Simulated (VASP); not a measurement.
# C (C2/m) in VASP: electric field gradients with r2SCAN

Aim: the electric field gradients of C with r2SCAN.

Everything below comes from runs of VASP 6.6.1. Logs are shortened: lines on timing, memory, paths and dates and some standing lists are left out, and cuts for length are marked.

## (1) The undisturbed crystal

It takes space group C2/m (No. 12, monoclinic). Conventional cell: a = 4.255 Å, b = 2.457 Å, c = 3.765 Å, α = 90.00°, β = 111.49°, γ = 90.00°. Around C (site symmetry m) lie 3 C at 1.42 Å.

This is a stacking variant of graphite.

## (2) Electric field gradients, r2SCAN (volume scaled by 0.96)

Input file POSCAR:

```
C
1.0
    2.0985692110     -1.2116819937      0.0000000000
    2.0985692110      1.2116819937      0.0000000000
   -1.3604312700      0.0000000000      3.4554887337
C
2
Direct
    0.8333555300      0.8333555300      0.0000930400
    0.1666444700      0.1666444700      0.9999069600
```

Input file INCAR.step1:

```
ALGO = Normal
EDIFF = 1E-4
ENCUT = 520
GGA = PE
ISMEAR = -1
LASPH = T
LCHARG = F
LREAL = F
LWAVE = T
NBANDS = 11
NELM = 100
PREC = Accurate
SIGMA = 0.03
```

Input file INCAR.step2:

```
ALGO = Normal
EDIFF = 1E-8
ENCUT = 520
ISIF = 2
ISMEAR = -1
ISTART = 1
LASPH = T
LCHARG = F
LEFG = T
LMIXTAU = T
LREAL = F
LWAVE = F
METAGGA = R2SCAN
NBANDS = 11
NELM = 100
PREC = Accurate
SIGMA = 0.03
```

Input file KPOINTS:

```
k-points
0
Gamma
  16 16 9
```

Potentials or basis: VASP PAW PBE potentials, release 64 (C).

On the command line:

```bash
> cat potpaw_PBE.64/C/POTCAR > POTCAR
> cp INCAR.step1 INCAR
> mpirun -np 1 vasp_std > vasp.out
> cp INCAR.step2 INCAR
> mpirun -np 1 vasp_std > vasp.out
```

OUTCAR:

```text
EDIFF = 1E-8
   ENCUT = 520
   ISIF = 2
   ISMEAR = -1
   ISTART = 1
   LASPH = T
   LREAL = F
   METAGGA = R2SCAN
   NELM = 100
   PREC = Accurate

 ion  position               nearest neighbor table
   1  0.833  0.833  0.000-   2 1.40   2 1.40   2 1.40
   2  0.167  0.167  1.000-   1 1.40   1 1.40   1 1.40

  LATTYP: Found a base centered monoclinic cell.
 ALAT       =     4.1971384220
 B/A-ratio  =     0.5773848141
 C/A-ratio  =     0.8848045598
 COS(beta)  =    -0.3663329314

  Lattice vectors:

 A1 = (   2.0985692110,  -1.2116819937,   0.0000000000)
 A2 = (   2.0985692110,   1.2116819937,   0.0000000000)
 A3 = (  -1.3604312700,   0.0000000000,   3.4554887337)

Analysis of symmetry for initial positions (statically):
=====================================================================
 Subroutine PRICEL returns:
 Original cell was already a primitive cell.

 Routine SETGRP: Setting up the symmetry group for a
 base centered monoclinic supercell.

 Subroutine GETGRP returns: Found  4 space group operations
 (whereof  4 operations were pure point group operations)
 out of a pool of  4 trial point group operations.

The static configuration has the point symmetry C_2h.

Analysis of symmetry for dynamics (positions and initial velocities):
=====================================================================
 Subroutine PRICEL returns:
 Original cell was already a primitive cell.

 Routine SETGRP: Setting up the symmetry group for a
 base centered monoclinic supercell.

 Subroutine GETGRP returns: Found  4 space group operations
 (whereof  4 operations were pure point group operations)
 out of a pool of  4 trial point group operations.

The dynamic configuration has the point symmetry C_2h.

 Subroutine INISYM returns: Found  4 space group operations
 (whereof  4 operations are pure point group operations),
 and found     1 'primitive' translations

----------------------------------------------------------------------------------------

                                     Primitive cell

  volume of cell :      17.5732

  direct lattice vectors                    reciprocal lattice vectors
     2.098569211 -1.211681994  0.000000000     0.238257570 -0.412649526  0.093802374
     2.098569211  1.211681994  0.000000000     0.238257570  0.412649526  0.093802374
    -1.360431270  0.000000000  3.455488734     0.000000000  0.000000000  0.289394664

  length of vectors
     2.423255246  2.423255246  3.713647214     0.485638946  0.485638946  0.289394664

  position of ions in fractional coordinates (direct lattice)
     0.833355530  0.833355530  0.000093040
     0.166644470  0.166644470  0.999906960

  ion indices of the primitive-cell ions
   primitive index   ion index
                 1           1
                 2           2

----------------------------------------------------------------------------------------

 KPOINTS: k-points

Automatic generation of k-mesh.
 Grid dimensions read from file:
 generate k-points for:   16   16    9

 Generating k-lattice:

  Cartesian coordinates                     Fractional coordinates (reciprocal lattice)
     0.014891098 -0.025790595  0.005862648     0.062500000  0.000000000  0.000000000
     0.014891098  0.025790595  0.005862648     0.000000000  0.062500000  0.000000000
     0.000000000  0.000000000  0.032154963     0.000000000  0.000000000  0.111111111

  Length of vectors
     0.030352434  0.030352434  0.032154963

  Shift w.r.t. Gamma in fractional coordinates (k-lattice)
     0.000000000  0.000000000  0.000000000

 Subroutine IBZKPT returns following result:
 ===========================================

 Found    617 irreducible k-points:

 Following reciprocal coordinates:
            Coordinates               Weight
  0.000000  0.000000  0.000000      1.000000
  0.062500  0.000000 -0.000000      4.000000
  0.125000  0.000000 -0.000000      4.000000
  0.187500  0.000000  0.000000      4.000000
  0.250000  0.000000 -0.000000      4.000000
  0.312500  0.000000  0.000000      4.000000
[... 16 lines left out ...]
 -0.125000  0.062500  0.000000      4.000000
 -0.062500  0.062500  0.000000      2.000000
 [... further k-points ...]
   k-points           NKPTS =    617   k-points in BZ     NKDIM =    617   number of bands    NBANDS=     11
   number of dos      NEDOS =    301   number of ions     NIONS =      2
   total plane-waves  NPLWV =   9072
   dimension x,y,z NGX =    18 NGY =   18 NGZ =   28
   dimension x,y,z NGXF=    36 NGYF=   36 NGZF=   56
   ions per type =               2
   NGX,Y,Z   is equivalent  to a cutoff of  12.35, 12.35, 12.53 a.u.
   NGXF,Y,Z  is equivalent  to a cutoff of  24.70, 24.70, 25.07 a.u.
 SYSTEM =  unknown system
   PREC   = accura    normal or accurate (medium, high low for compatibility)
   ISTART =      1    job   : 0-new  1-cont  2-samecut
   ICHARG =      0    charge: 1-file 2-atom 10-const
   ISPIN  =      1    spin polarized calculation?
   LNONCOLLINEAR =      F non collinear calculations
   LSORBIT =      F    spin-orbit coupling
   LASPH  =      T    aspherical Exc in radial PAW
   ENCUT  =  520.0 eV  38.22 Ry    6.18 a.u.   4.51  4.51  6.90*2*pi/ulx,y,z
   NELM   =    100;   NELMIN=  2; NELMDL=  0     # of ELM steps
   EDIFF  = 0.1E-07   stopping-criterion for ELM
   LREAL  =      F    real-space projection
   EDIFFG = 0.1E-06   stopping-criterion for IOM
   NSW    =      0    number of steps for IOM
   IBRION =     -1    ionic relax: 0-MD 1-quasi-New 2-CG
   NFREE  =      0    steps in history (QN), initial steepest desc. (CG)
   ISIF   =      2    stress and relaxation
   ISYM   =      2    0-nonsym 1-usesym 2-fastsym
   POTIM  = 0.5000    time-step for ionic-motion
   TEBEG  =    0.0;   TEEND  =   0.0 temperature during run
   PSTRESS=    0.0 pullay stress
   NELECT =       8.0000    total number of electrons
   NUPDOWN=      -1.0000    fix difference up-down
   EMIN   =  10.00;   EMAX   =-10.00  energy-range for DOS
   EFERMI =   0.00;   METHOD = LEGACY
   ISMEAR =    -1;   SIGMA  =   0.03  broadening in eV -4-tet -1-fermi 0-gaus
   EFERMI_NEDOS =   21; number of points for ismear=-14 and -15
   IALGO  =     38    algorithm
   IMIX   =      4    mixing-type and parameters
     AMIX     =   0.40;   BMIX     =  1.00
     AMIX_MAG =   1.60;   BMIX_MAG =  1.00
  volume/ion in A,a.u.               =       8.79        59.29
  Fermi-wavevector in a.u.,A,eV,Ry     =   1.259373  2.379870 21.579114  1.586020
  Thomas-Fermi vector in A             =   2.392936
   LORBIT       =      0    0 simple, 1 ext, 2 COOP (PROOUT), +10 PAW based schemes
   METAGGA = R2SCAN    functional components
   LHFCALC =     F    Hartree Fock is set to
   AEXX    =    0.0000 exact exchange contribution
   IVDW    =     0    specifies the selected vdW correction
   LEPSILON=     F    determine dielectric tensor
   LRPA    =     F    only Hartree local field effects (RPA)
 non-spin polarized calculation
  energy-cutoff  :      520.00
  volume of cell :       17.57
 maximum number of plane-waves:       489
 NGX is ok and might be reduce to    18

 number of electron       8.0000001 magnetization

 Free energy of the ion-electron system (eV)
  ---------------------------------------------------
  ext. energy  EPLUGINS =         0.00000000
  ---------------------------------------------------
  free energy    TOTEN  =       -19.84716878 eV

  energy without entropy =      -19.84716874  energy(sigma->0) =      -19.84716876

 E-fermi :   4.7379     XC(G=0): -11.0205

 val. band max:        4.4081913611   @ k =  -0.3125   0.3125   0.0000
 cond. band min:       5.0727486283   @ k =  -0.3125   0.3750   0.3333
 fundamental gap:      0.6645572672
 Fermi energy:         4.7379341800

 k-point     1 :       0.0000    0.0000    0.0000
  band No.  band energies     occupation
      1     -16.6138      2.00000
      2      -2.8220      2.00000
      3       1.4940      2.00000
      4       1.4978      2.00000
      5       8.6850      0.00000
      6      13.7023      0.00000
      7      13.7047      0.00000
      8      17.6463      0.00000
      9      19.0033      0.00000
     10      29.3266      0.00000
     11      30.7706      0.00000
[... 309 lines left out ...]
 k-point    24 :      -0.0625    0.0625    0.0000
  band No.  band energies     occupation
      1     -16.3106      2.00000
      2      -2.4702      2.00000
      3       0.3725      2.00000
      4       0.8379      2.00000
      5       9.0496      0.00000
      6      13.9661      0.00000
      7      14.8549      0.00000
      8      16.5183      0.00000
      9      19.5644      0.00000
     10      29.0957      0.00000
     11      30.2445      0.00000

 [... further k-points ...]

------------------------ aborting loop because EDIFF is reached ----------------------------------------

  FORCE on cell =-STRESS in cart. coord.  units (eV):
  Direction    XX          YY          ZZ          XY          YZ          ZX
  --------------------------------------------------------------------------------------
  -------------------------------------------------------------------------------------
  Total        2.0510166      2.0417418      0.0466996      0.0000000      0.0000000     -0.0042993
  in kB      186.9942859    186.1486879      4.2576740      0.0000000      0.0000000     -0.3919701
  external PRESSURE =     125.8002159 kB  Pullay stress =       0.0000000 kB

 VOLUME and BASIS-vectors are now :
 -----------------------------------------------------------------------------
  energy-cutoff  :      520.00
  volume of cell :       17.57
      direct lattice vectors                 reciprocal lattice vectors
     2.098569211 -1.211681994  0.000000000     0.238257570 -0.412649526  0.093802374
     2.098569211  1.211681994  0.000000000     0.238257570  0.412649526  0.093802374
    -1.360431270  0.000000000  3.455488734     0.000000000  0.000000000  0.289394664

 POSITION                                       TOTAL-FORCE (eV/Angst)
 -----------------------------------------------------------------------------------
      3.49758      0.00000      0.00032         0.002213      0.000000     -0.009260
     -0.66087      0.00000      3.45517        -0.002213      0.000000      0.009260
 -----------------------------------------------------------------------------------
    total drift:                               -0.000000     -0.000000      0.000000

  FREE ENERGIE OF THE ION-ELECTRON SYSTEM (eV)
  ---------------------------------------------------
  free  energy   TOTEN  =       -19.8471687840 eV

  energy  without entropy=      -19.8471687365  energy(sigma->0) =      -19.84716876

 Electric field gradients (V/A^2)
---------------------------------------------------------------------
 ion       V_xx      V_yy      V_zz      V_xy      V_xz      V_yz
---------------------------------------------------------------------
   1     -17.351   -17.350    34.701     0.000     0.005    -0.000
   2     -17.351   -17.350    34.701    -0.000     0.005    -0.000
---------------------------------------------------------------------

 Electric field gradients after diagonalization (V/A^2)
 (convention: |V_zz| > |V_xx| > |V_yy|)
----------------------------------------------------------------------
 ion       V_xx      V_yy      V_zz     asymmetry (V_yy - V_xx)/ V_zz
----------------------------------------------------------------------
   1     -17.351   -17.350    34.701       0.000
   2     -17.351   -17.350    34.701       0.000
----------------------------------------------------------------------

           NMR quadrupolar parameters

 Cq : quadrupolar parameter    Cq=e*Q*V_zz/h
 eta: asymmetry parameters     (V_yy - V_xx)/ V_zz
 Q  : nuclear electric quadrupole moment in mb (millibarn)
----------------------------------------------------------------------
 ion       Cq(MHz)       eta       Q (mb)
----------------------------------------------------------------------
   1       0.084       0.000       1.000
   2       0.084       0.000       1.000
----------------------------------------------------------------------
```

Run time: 6 min. Hardware: 1 thread of AMD EPYC 7R13 (Zen 3), shared host; peak memory 0.17 GiB.

Results:

```yaml
Free_energy: -19.8472 eV
Pressure: 12.6 GPa
Largest_force: 0.010 eV/Å
Band_gap_on_the_k_mesh: 0.66 eV, indirect (least direct gap 0.69 eV)
```

Forces on the atoms (eV/Å):
```
C    0.002  0.000 -0.009
C   -0.002  0.000  0.009
```

Electric field gradients, principal values (V/Å²):
| atom | Vxx | Vyy | Vzz |
| --- | --- | --- | --- |
| 1 C | -17.350 | -17.351 | 34.701 |
| 2 C | -17.350 | -17.351 | 34.701 |

Caveat: the PAW data sets were made with another functional, which shifts forces and pressure a little; an odd mesh through Γ misses points on the zone boundary, where band edges often lie.
